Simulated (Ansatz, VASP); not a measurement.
# One calculation of I2, two programs

```
I
1.0
     9.00000    0.00000    0.00000
     0.00000   10.70000    0.00000
     0.00000    0.00000   11.80000
I
2
Direct
  0.50000 0.56811 0.40448
  0.50000 0.43189 0.59552
```

Alike in both runs: functional PBE; dispersion D3(BJ); k mesh 1 × 1 × 1; occupations gaussian, width 0.01 eV; no spin polarisation.

Ansatz relaxed the structure, and its values are those at the end. VASP's run is a single point on that final structure, the one shown.

|  | VASP | Ansatz |
| --- | --- | --- |
| version | VASP 6.6.1 | Ansatz 0.2.0 |
| potentials or method | VASP PAW PBE potentials, release 64 (I) | scalar-relativistic, plane waves, PAW |
| plane-wave cutoff (eV) | 520 | 420 |
| valence electrons in the cell | 14 | 34 |

```tsv
	VASP	Ansatz	Ansatz less VASP
gap on the k mesh at the Fermi level (eV)	1.82	1.81	-0.011
least direct gap on the mesh (eV)	1.82	1.81	-0.011
rms of the force components (eV/Å)	0.011	0.005	-0.0066
```

The two sets of potentials don't hold the same shells in valence.

Caveats: spin-orbit coupling is left out, which moves the levels of the heavy elements. A hybrid or GW would open this gap; PBE tends to underestimate it.
